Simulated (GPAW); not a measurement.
Crystal: ZrS.

```
CELL_PARAMETERS angstrom
0.00000 2.62500 2.62500
2.62500 0.00000 2.62500
2.62500 2.62500 0.00000
ATOMIC_POSITIONS crystal
Zr 0.00000 0.00000 0.00000
S 0.50000 0.50000 0.50000
```

- Program: GPAW 26.7.0
- Task: relaxation of cell and atoms
- Functional: PBEsol
- Dispersion: D3
- Potentials or basis: PAW data sets generated in the run's folder for this functional
- Cutoff: 600 eV
- Basis: pw
- k mesh: 9 × 9 × 9
- Occupations: fermi-dirac, width 0.05 eV
- Spin: no spin polarisation

At the start: pressure -9.2 GPa; volume 18.09 Å³/atom.

Task: How do energy, volume and symmetry change on relaxing?

Result: Over 4 steps the energy falls by 36.0 meV/atom and the volume is 16.89 Å³/atom (-6.6 %); space group Fm-3m (No. 225, to 0.05 Å).

The path:
```tsv
step	energy change (eV)	largest force (eV/Å)	pressure (GPa)	volume (Å³)
1	0.0000	0.0000	-9.19	36.18
2	-0.0388	0.0000	-6.54	35.38
3	-0.0716	0.0000	0.68	33.63
4	-0.0720	0.0000	-0.04	33.78
```

Final structure:
```cif
data_structure
_symmetry_space_group_name_H-M 'P 1'
_symmetry_Int_Tables_number 1
_cell_length_a 3.6286
_cell_length_b 3.6286
_cell_length_c 3.6286
_cell_angle_alpha 60.000
_cell_angle_beta 60.000
_cell_angle_gamma 60.000
_cell_volume 33.78
loop_
_atom_site_label
_atom_site_type_symbol
_atom_site_fract_x
_atom_site_fract_y
_atom_site_fract_z
_atom_site_occupancy
Zr1 Zr 0.00000 0.00000 0.00000 1
S1 S 0.50000 0.50000 0.50000 1
```

Caveat: later steps reuse the first step's grids; pairwise dispersion overbinds metals, which lowers pressure and volume.
